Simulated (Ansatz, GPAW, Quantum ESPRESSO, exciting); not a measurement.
MgO: programs and potentials compared

```
Mg O
1.0
     0.00000    2.09700    2.09700
     2.09700    0.00000    2.09700
     2.09700    2.09700    0.00000
Mg O
1 1
Cartesian
  0.0000 0.0000 0.0000
  2.0970 2.0970 2.0970
```

The cell is a database's computed one, not the measured one.

Alike in all runs: task band structure; functional revPBE; k mesh 11 × 11 × 11; occupations fermi-dirac, width 0.05 eV; no spin polarisation; no spin-orbit coupling. Pressure is positive in compression and, in plane waves, holds the error of the finite cutoff. Gaps are the smaller of the mesh's and the band path's.

| program and potentials | plane-wave cutoff (eV) | notes | band gap (eV) | pressure (GPa) |
| --- | --- | --- | --- | --- |
| Quantum ESPRESSO, SG15 PBE 1.2 | 1197 | potentials made for PBE | 5.05 | 11.67 |
| GPAW, the program's PAW data sets (release 1.2.1) made for this functional | 800 | - | 4.98 | 11.07 |
| exciting, all-electron LAPW+lo, shipped species files, valence relativity iora* | - | - | 4.96 | - |
| Ansatz, all-electron LAPW, scalar-relativistic | - | - | 4.95 | 10.80 |

The band gap spans 4.95 (Ansatz, all-electron LAPW, scalar-relativistic) to 5.05 eV (Quantum ESPRESSO, SG15 PBE 1.2), with all-electron results at 4.95 to 4.96. The pressure spans 10.80 (Ansatz, all-electron LAPW, scalar-relativistic) to 11.67 GPa (Quantum ESPRESSO, SG15 PBE 1.2), with all-electron results at 10.80. The cell lies far from this level's equilibrium.

The functional is the same throughout but for its coding, so the spread measures potentials, basis and numerics; runs on potential files found faulty are left out.
